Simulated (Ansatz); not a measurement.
# Nuclear-site quantities of Br as the cell is scaled

```xyz
2
Lattice="0.0000 3.5015 3.5015 3.5015 0.0000 3.5015 3.5015 3.5015 0.0000" Properties=species:S:1:pos:R:3 pbc="T T T"
Br    0.0000    0.0000    0.0000
Br    1.7508    1.7508    1.7508
```

Atom numbers follow the list: Br1, Br2.

The conventional cell has a = 7.003 Å, b = 7.003 Å, c = 7.003 Å, α = 90.00°, β = 90.00°, γ = 90.00°. Br (atom 1) has 4 Br at 3.03 Å as nearest neighbours.

The cell was built from the diamond type and relaxed in the same program, and has space group Fd-3m; it needn't be a known or the stable phase.

Method: Ansatz 0.2.0, DFT, PBE, all-electron PAW with datasets made for the crystal, scalar-relativistic.

Settings: a Γ-centred 14×14×14 k mesh, Fermi–Dirac smearing of 0.05 eV, cutoff 160 eV (chosen by the program for this cell), no spin polarisation.

The contact density is the mean electron density over the nuclear volume; its changes follow the s electrons' response to bonding and compression. Changes below are taken from the unscaled cell, where it is 293338 e/Å³ at Br1.

The datasets are made afresh for each cell, so very small changes are uncertain.

Question: Does compression raise or lower the contact density at Br1?

Answer: It raises it, by 1.52 e/Å³ over the whole range.

Question: Tabulate the changes with volume.

Answer: 
| V/V(cell) | P (GPa) | Δρ(0) Br1 (e/Å³) |
| --- | --- | --- |
| 0.9500 | 0.9 | 0.80 |
| 1.0000 | 0.0 | 0.00 |
| 1.0500 | -0.6 | -0.72 |
